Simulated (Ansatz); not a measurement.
# Be2C (Fm-3m): convergence test of the k-point mesh, by script

How fine a k-point mesh does Be2C (Fm-3m) need? The task is a convergence test of the k-point mesh, for Be2C (Fm-3m).

All numbers are computed with Ansatz 0.2.0 through its Python package. Level of theory: DFT PBEsol, plane waves, PAW.

## Step 1: The structure

Symmetry: Fm-3m, No. 225, cubic system. The conventional cell has a = 4.330 Å, b = 4.330 Å, c = 4.330 Å, α = 90.00°, β = 90.00°, γ = 90.00°. Be (site symmetry -43m) has 4 C at 1.87 Å as nearest neighbours. C (site symmetry m-3m) has 8 Be at 1.87 Å as nearest neighbours.

No structure file is read: the coordinates are typed or built in the script.

## Step 2: The code

Input file kconv.py:

```python
import ansatz
import matplotlib.pyplot as plt

xtal = (
    ansatz.Lattice.of((0.0, 2.165, 2.165), (2.165, 0.0, 2.165), (2.165, 2.165, 0.0))
    .atom("Be", (0.25, 0.25, 0.25))
    .atom("Be", (0.75, 0.75, 0.75))
    .atom("C", (0.0, 0.0, 0.0))
)

model = (
    xtal.calculation()
    .scf(tolerance=1e-06, extra_bands=16)
    .basis(24 * ansatz.Ry, density_ratio=6)
    .functional(ansatz.Functional.PBESOL)
    .occupations("Fixed")
    .mixing("msr1", ndim=6, beta=0.4)
    .stress()
)

rows = []
for value in [(3, 3, 3), (4, 4, 4), (6, 6, 6), (7, 7, 7), (9, 9, 9), (11, 11, 11)]:
    report = model.kpoints(mesh=value).run(threads=1, backend="cpu").report
    rows.append((value, report["free_energy_ev"] / len(report["lattice"]["sites"]), report["n_iterations"], sum(report["stress_gpa"][i][i] for i in range(3)) / 3, report["n_kpoints"]))

print("        mesh   F/atom (eV)    iterations       P (GPa)      k-points")
for row in rows:
    print(f"{str(row[0]):>12s}  {row[1]:12.5f}  {row[2]:12d}  {row[3]:12.3f}  {row[4]:12d}")

for row in rows[:-1]:
    shift = 1000 * (row[1] - rows[-1][1])
    print(f"{row[0]}: {shift:+.2f} meV/atom" + ("  (within 5 meV)" if abs(shift) < 5 else ""))
plt.figure(figsize=(4.5, 3))
plt.plot([str(row[0]) for row in rows], [1000 * (row[1] - rows[-1][1]) for row in rows], "o-")
plt.xlabel("mesh")
plt.ylabel("F - F(last) (meV/atom)")
plt.tight_layout()
plt.savefig("kconv.png", dpi=100)
```

## Step 3: The calls as engine input

The package turns the script's settings into the engine's input (first run):

```yaml
crystal:
  lattice:
    - [0.0, 2.165, 2.165]
    - [2.165, 0.0, 2.165]
    - [2.165, 2.165, 0.0]
  atoms:
    - { symbol: Be, position: [0.25, 0.25, 0.25] }
    - { symbol: Be, position: [0.75, 0.75, 0.75] }
    - { symbol: C, position: [0.0, 0.0, 0.0] }
basis:
  ecutwfc: 326.536634951856
  ecutrho_ratio: 6
kpoints:
  mp_grid:
    grid: [3, 3, 3]
hamiltonian:
  xc: pbesol
scf:
  n_extra_bands: 16
  convergence:
    dr2_threshold: 1.0e-06
  mixing:
    algorithm: msr1
    beta: 0.4
    ndim: 6
  occupations:
    method: fixed
output:
  stress: true
```

## Step 4: Running it

Run with:

```console
> python kconv.py
```

**Question.** From which mesh on is the energy per atom within 5 meV of the last row, and how does it get there?

**Answer**, as computed:

```
                              quantity           value
                         runs compared               6
       last run but one, from the last  -0.01 meV/atom
within 5 meV/atom of the last run from       [6, 6, 6]
```

In words: Runs 1, 2, 3, 4, 5, 6: each has a cutoff under the recommended one, so what rests on them isn't a property of the system. From 6×6×6 on it stays within 5 meV an atom of the value at 11×11×11; the first row (3×3×3) is off by 136.8 meV and the last but one by 0.01 meV. The pressure moves from -1.18 to -2.40 GPa. Notes:
- The cutoff lies under the one recommended for these potentials.
- Under the recommended cutoff a pressure can be off by several GPa, even in sign.
- Pressure is positive in compression.
- Shifts are counted from the finest mesh, which is itself no proven limit.
